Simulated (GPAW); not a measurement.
# MoS2 (P6_3/mmc) in GPAW: settings compared, part 2 of 4

GPAW 26.7.0.

### Step 3. One-shot levels on a semilocal density, r2SCAN

Input file run.py:

```python
import numpy as np
from ase.dft.bandgap import bandgap
from ase.io import write
from ase.spacegroup import crystal
from ase.units import Ha
from gpaw import GPAW, PW
from gpaw.hybrids.energy import non_self_consistent_energy
from gpaw.new.pw.nschse import non_self_consistent_matrix_elements

# Mo 2c
# S 4f
atoms = crystal(['Mo', 'S'],
                basis=[[0.6666666667, 0.3333333333, 0.75],
                       [0.6666666667, 0.3333333333, 0.377]],
                spacegroup=194, setting=1,  # P6_3/mmc
                cellpar=[3.169, 3.169, 12.324, 90.0, 90.0, 120.0],
                primitive_cell=True)

calc = GPAW(mode=PW(500),
            xc='MGGA_X_R2SCAN+MGGA_C_R2SCAN',
            kpts={'size': (5, 5, 1), 'gamma': True},
            occupations={'name': 'fermi-dirac', 'width': 0.05},
            nbands=46,
            convergence={'density': 1e-06, 'bands': 44},
            maxiter=100,
            txt='gpaw.txt')
atoms.calc = calc
energy = atoms.get_potential_energy()
calc.write('gs.gpw')
write('result.traj', atoms)
print(f'Energy: {energy:.6f} eV')
print('Fermi level:', round(calc.get_fermi_level(), 4), 'eV')
print(f'Gap: {bandgap(calc)[0]:.4f} eV, direct: {bandgap(calc, direct=True)[0]:.4f} eV')

calc.write('wfs.gpw', mode='all')
eps = calc.eigenvalues()
free = calc.get_potential_energy(force_consistent=True)
semilocal_x = free + calc.get_xc_difference('MGGA_X_R2SCAN')  # without correlation
exact_x = non_self_consistent_energy(calc, 'EXX').sum()
h_x = non_self_consistent_matrix_elements(GPAW('wfs.gpw').dft, 'MGGA_X_R2SCAN')
h_exx = non_self_consistent_matrix_elements(GPAW('wfs.gpw').dft, 'EXX')
shift = np.einsum('sknn->skn', h_exx - h_x).real * Ha
np.savetxt('shift.dat', shift[..., :44].reshape((-1, 44)), fmt='%.4f')
occupied = eps < calc.get_fermi_level()
for name, a in {'r2SCAN0': 0.25, 'r2SCANh': 0.1, 'r2SCAN50': 0.5, 'r2SCAN-EpsX': 0.091}.items():
    levels = (eps + a * shift)[..., :44]
    gap = levels[~occupied[..., :44]].min() - levels[occupied[..., :44]].max()
    print(f'{name}: share {a}, energy {free + a * (exact_x - semilocal_x):.6f} eV, gap {gap:.4f} eV')
```

Potentials or basis: GPAW PAW data sets (gpaw-data 1.2.1), pw.

Launch:

```sh
$ OMP_NUM_THREADS=1 python run.py
```

gpaw.txt:

```text
__  _  _
 | _ |_)|_||  |
 |__||  | ||/\| - 26.7.0

Input parameters:
  mode=PW(ecut=500.0),
  convergence={'density': 1e-06, 'bands': 44},
  kpts=MonkhorstPack(size=(5, 5, 1), gamma=True),
  maxiter=100,
  nbands=46,
  occupations=Occupations(name='fermi-dirac', width=0.05),
  xc=XC(name='MGGA_X_R2SCAN+MGGA_C_R2SCAN')

Diagonalizing LCAO Hamiltonian
Converting LCAO to pw mode

        S

           Mo
        S

           S
        Mo

           S

Atoms  # Å, Bohr magnetons
|   | symbol |         x |        y |         z |    initial magnetic moments |
|---|--------|-----------|----------|-----------|-----------------------------|
| 0 |     Mo |  1.584500 | 0.914812 |  9.243000 | ( 0.0000,  0.0000,  0.0000) |
| 1 |     Mo | -0.000000 | 1.829623 |  3.081000 | ( 0.0000,  0.0000,  0.0000) |
| 2 |      S |  1.584500 | 0.914812 |  4.646148 | ( 0.0000,  0.0000,  0.0000) |
| 3 |      S | -0.000000 | 1.829623 | 10.808148 | ( 0.0000,  0.0000,  0.0000) |
| 4 |      S | -0.000000 | 1.829623 |  7.677852 | ( 0.0000,  0.0000,  0.0000) |
| 5 |      S |  1.584500 | 0.914812 |  1.515852 | ( 0.0000,  0.0000,  0.0000) |

Unit cell  # Å
| periodic |         x |        y |         z |   lengths |     angles |
|----------|-----------|----------|-----------|-----------|------------|
|      yes |  3.169000 | 0.000000 |  0.000000 |  3.169000 |  90.000000 |
|      yes | -1.584500 | 2.744435 |  0.000000 |  3.169000 |  90.000000 |
|      yes |  0.000000 | 0.000000 | 12.324000 | 12.324000 | 120.000000 |

Number of symmetries: 12
Symmetry operations  # r_c * U_cc + t_c -> r_c
|    | kind |            matrix            |
|----|------|------------------------------|
|  0 |  σ   |  1, 1, 0,  0,-1, 0,  0, 0, 1 |
|  1 |  S6  |  1, 1, 0, -1, 0, 0,  0, 0,-1 |
|  2 |  E   |  1, 0, 0,  0, 1, 0,  0, 0, 1 |
|  3 |  C2  |  1, 0, 0, -1,-1, 0,  0, 0,-1 |
|  4 |  C2  |  0, 1, 0,  1, 0, 0,  0, 0,-1 |
|  5 |  C3  |  0, 1, 0, -1,-1, 0,  0, 0, 1 |
|  6 |  S6  |  0,-1, 0,  1, 1, 0,  0, 0,-1 |
|  7 |  σ   |  0,-1, 0, -1, 0, 0,  0, 0, 1 |
|  8 |  σ   | -1, 0, 0,  1, 1, 0,  0, 0, 1 |
|  9 |  i   | -1, 0, 0,  0,-1, 0,  0, 0,-1 |
| 10 |  C3  | -1,-1, 0,  1, 0, 0,  0, 0, 1 |
| 11 |  C2  | -1,-1, 0,  0, 1, 0,  0, 0,-1 |

BZ-sampling:
  Number of BZ points: 25
  Number of IBZ points: 5

  Monkhorst-Pack size: [5, 5, 1]
  Monkhorst-Pack shift: [0, 0, 0]

K-points  # in reciprocal-cell coordinates
|   |                                coordinates |     weight |
|---|--------------------------------------------|------------|
| 0 | (  0.00000000,   0.00000000,   0.00000000) | 0.04000000 |
| 1 | (  0.20000000,   0.00000000,   0.00000000) | 0.24000000 |
| 2 | (  0.40000000,  -0.20000000,   0.00000000) | 0.24000000 |
| 3 | (  0.40000000,   0.00000000,   0.00000000) | 0.24000000 |
| 4 | (  0.40000000,   0.40000000,   0.00000000) | 0.24000000 |

Plane wave coefficients: 2748
Cutoff: 500.0 eV

Spin-components: 1 (collinear spins)
Bands:           46
Projectors:      32
Spin-degeneracy: 2
Datatype:        complex128

Parallelization:
  kpt:    1
  domain: 1
  band:   1

Density:
  Valence electrons: 52.0
  Components: 1
  Grid points: [18 18 64]
  Charge: 0.0  # |e|

Potential:
  Grid points: [18 18 64]

species:
  Mo:
    name:    Molybdenum
    Z:       42.0
    valence: 14
    core:    28
    charge:  0.0  # [|e|]
    compensation charges:
      type: gauss
      rc: 0.38  # [Å]
      lmax: 2
    cutoffs:
      filter: 2.16  # [Å]
      core: 1.42  # [Å]
    projectors
    | kind |    occ | energy [eV] | rcut [Å] |
    |------|--------|-------------|----------|
    |   4s |  2.000 |     -64.307 |    1.238 |
    |   5s |  1.000 |      -4.084 |    1.238 |
    |   4p |  6.000 |     -38.491 |    1.296 |
    |   5p |  0.000 |      -1.044 |    1.296 |
    |   4d |  5.000 |      -3.754 |    1.296 |
    |    d |        |      23.458 |    1.296 |

    Using partial waves for Mo as LCAO basis

  S:
    name:    Sulfur
    Z:       16.0
    valence: 6
    core:    10
    charge:  0.0  # [|e|]
    compensation charges:
      type: gauss
      rc: 0.24  # [Å]
      lmax: 2
    cutoffs:
      filter: 1.77  # [Å]
      core: 1.66  # [Å]
    projectors
    | kind |    occ | energy [eV] | rcut [Å] |
    |------|--------|-------------|----------|
    |   3s |  2.000 |     -17.254 |    0.974 |
    |   3p |  4.000 |      -7.008 |    0.979 |
    |    s |        |       9.957 |    0.974 |
    |    p |        |      20.203 |    0.979 |
    |    d |        |       0.000 |    0.900 |

    Using partial waves for S as LCAO basis

Reference energy: -263698.624853  # eV

eigensolver:
  PPCG
  Converge bands: 44
  niter=2

density mixing:
  MSR1-Mixer
  Pratt-step length: 0.05
  Maximum mixing coefficient: 0.75
  Old densities: 10
  SVD Regularization: 0.005
  Good broyden scale: 1.0
  Trust region scale: 1.0
  Backstep threshold: 4.0
  History deletion threshold: 6.0
  Fourier metric: weight=20.0, sigma=0.015

occupation numbers:
  Fermi-Dirac:
    width: 0.0500  # eV

poisson solver:
  ecut: 4000.0  # eV

xc functional:
  name: MGGA_X_R2SCAN+MGGA_C_R2SCAN with 2 nearest neighbor stencil

convergence criteria:
- Maximum integral of absolute [dens]ity change: 1e-06 electrons / valence electron
- Maximum [total energy] change in last 3 cyles: 0.0005 eV / valence electron
- Maximum integral of absolute [eigenst]ate change: 4e-08 eV^2 / valence electron
maximum number of iterations: 100

SCF iterations
|iter     | |      energy | eigst |  dens |
|---------|-|-------------|-------|-------|
|iter:   1| | -100.934075 | +1.89 |       |
|iter:   2| |  -84.983078 | +1.31 | -1.00 |
|iter:   3| |  -82.967047 | +0.88 | -1.04 |
|iter:   4| |  -83.036726 | +0.52 | -1.52 |
|iter:   5| |  -83.071565 | +0.16 | -1.74 |
|iter:   6| |  -83.083716 | +0.12 | -2.23 |
|iter:   7| |  -83.065165c| -0.33 | -2.25 |
|iter:   8| |  -83.065456c| -1.01 | -2.88 |
|iter:   9| |  -83.065435c| -1.52 | -3.36 |
|iter:  10| |  -83.065437c| -1.82 | -4.06 |
|iter:  11| |  -83.065437c| -2.15 | -4.71 |
|iter:  12| |  -83.065437c| -2.42 | -5.34 |
|iter:  13| |  -83.065437c| -2.70 | -5.94 |
|iter:  14| |  -83.065437c| -2.93 | -6.49c|
|iter:  15| |  -83.065437c| -3.27 | -7.22c|
|iter:  16| |  -83.065437c| -3.43 | -7.75c|
|iter:  17| |  -83.065437c| -3.72 | -8.29c|
|iter:  18| |  -83.065437c| -3.88 | -8.79c|
|iter:  19| |  -83.065437c| -4.08 | -9.19c|
|iter:  20| |  -83.065437c| -4.24 | -9.63c|
|iter:  21| |  -83.065437c| -4.49 |-10.22c|
|iter:  22| |  -83.065437c| -4.55 |-10.73c|
|iter:  23| |  -83.065437c| -4.79 |-11.34c|
|iter:  24| |  -83.065437c| -4.87 |-11.80c|
|iter:  25| |  -83.065437c| -5.09 |-12.15c|
|iter:  26| |  -83.065437c| -5.23 |-12.66c|
|iter:  27| |  -83.065437c| -5.47 |-12.97c|
|iter:  28| |  -83.065437c| -5.61 |-13.31c|
|iter:  29| |  -83.065437c| -5.91 |-13.58c|
|iter:  30| |  -83.065437c| -6.02 |-13.74c|
|iter:  31| |  -83.065437c| -6.12 |-14.11c|
|iter:  32| |  -83.065437c| -6.27 |-14.10c|
|iter:  33| |  -83.065437c| -6.36 |-14.49c|
|iter:  34| |  -83.065437c| -6.52 |-14.51c|
|iter:  35| |  -83.065437c| -6.59 |-14.85c|
|iter:  36| |  -83.065437c| -6.77 |-14.60c|
|iter:  37| |  -83.065437c| -6.81 |-14.71c|
|iter:  38| |  -83.065437c| -6.88 |-14.62c|
|iter:  39| |  -83.065437c| -6.99 |-14.88c|
|iter:  40| |  -83.065437c| -7.03 |-15.05c|
|iter:  41| |  -83.065437c| -7.16 |-15.22c|
|iter:  42| |  -83.065437c| -7.26 |-15.17c|
|iter:  43| |  -83.065437c| -7.34 |-15.02c|
|iter:  44| |  -83.065437c| -7.48c|-15.10c|

Converged in 44 steps
Energy contributions relative to reference atoms: (reference = -263698.624853)

Energy contributions:
  Kinetic:         -25.921179
  Coulomb:          13.402898
  Zero:             -0.899749
  External:          0.000000
  Xc:              -69.647404
  Entropy:          -0.000008
  Spinorbit:         0.000000
  ----------------------------
  Free energy:     -83.065441
  Extrapolated:    -83.065437

dipole moment: (0.000001, 0.000002, 0.000007)  # |e|*Ang

Fermi level: 8.532
Eigenvalues  # (at kpt = [0.000, 0.000, 0.000])
| band index |      eig [eV] | occ [0-2] |
|------------|---------------|-----------|
|          0 |       -55.520 |     2.000 |
|        ... |               |           |
|         18 |         4.649 |     2.000 |
|         19 |         5.759 |     2.000 |
|         20 |         5.759 |     2.000 |
|         21 |         5.808 |     2.000 |
|         22 |         5.808 |     2.000 |
|         23 |         6.773 |     2.000 |
[... 8 lines left out ...]
|         32 |        10.625 |     0.000 |
|         33 |        10.625 |     0.000 |
|        ... |               |           |
|         45 |        20.371 |     0.000 |

Gap: 1.027 eV
Transition (v -> c):
  (s=0, k=0, n=25, [0.00, 0.00, 0.00]) -> (s=0, k=2, n=26, [0.40, -0.20, 0.00])
Direct/indirect transitions are different
Direct gap: 2.240 eV
Transition at: (s=0, k=0, n=25, [0.00, 0.00, 0.00])
# Writing to gs.gpw (mode='')

# Writing to wfs.gpw (mode='all')
```

It took 8.5 min on 1 thread of Arm Neoverse V1, shared host; peak memory 0.68 GiB.

Results:

```
Free energy            : -83.0654 eV
Band gap on the k mesh : 1.03 eV, indirect (least direct gap 2.24 eV)
```

Band gaps from one-shot exact exchange on these states (eV): r2scan0 2.17, r2scanh 1.49, r2scan50 3.32, r2scan_epsx 1.44

Caveat: the k mesh is coarse (spacing up to 0.51 Å⁻¹), so the values aren't converged; energy and the plain gap are those of the semilocal run; the hybrids' values are one shot on its orbitals and mesh; an odd mesh through Γ misses points on the zone boundary, where band edges often lie. r2SCAN opens gaps a little over a GGA but as a rule still falls short of measured ones.

(Part 2 of 4 ends here.)
